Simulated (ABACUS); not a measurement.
A run of ABACUS 3.10.1:

INPUT

```
INPUT_PARAMETERS
suffix              FeCo
calculation         scf
basis_type          pw
pseudo_dir          ./
symmetry            1
dft_functional      pbe
ecutwfc             97
pseudo_rcut         10
nspin               2
nbands              24
ks_solver           dav
smearing_method     fd
smearing_sigma      0.00367493
scf_thr             1e-08
scf_nmax            100
mixing_type         broyden
mixing_beta         0.4
cal_force           1
cal_stress          1
out_chg             1
out_pot             2
out_elf             1
```

The input STRU:

```
ATOMIC_SPECIES
Co 58.9332 Co.upf
Fe 55.8450 Fe.upf

LATTICE_CONSTANT
1.8897261246

LATTICE_VECTORS
2.8570000000 0.0000000000 0.0000000000
0.0000000000 2.8570000000 0.0000000000
0.0000000000 0.0000000000 2.8570000000

ATOMIC_POSITIONS
Direct

Co
0.0
1
0.0000000000 0.0000000000 0.0000000000 1 1 1 mag 2

Fe
0.0
1
0.5000000000 0.5000000000 0.5000000000 1 1 1 mag 3
```

File KPT:

```
K_POINTS
0
Gamma
9 9 9 0 0 0
```

Potentials or basis: PseudoDojo NC SR 0.4.1 PBE standard, plane waves.

Launch:

```sh
$ OMP_NUM_THREADS=1 mpirun -np 4 abacus > log
```

Hardware: 4 MPI ranks on Intel(R) Xeon(R) Platinum 8488C (Sapphire Rapids), with other jobs on the host.

**Question.** How long does it take, and how much memory?

**Answer.** It took 22 s on 4 MPI ranks on Intel(R) Xeon(R) Platinum 8488C (Sapphire Rapids), with other jobs on the host, peak memory 0.28 GiB a rank. Counts: scf iterations 12, k points 35, bands 24, ranks 4.
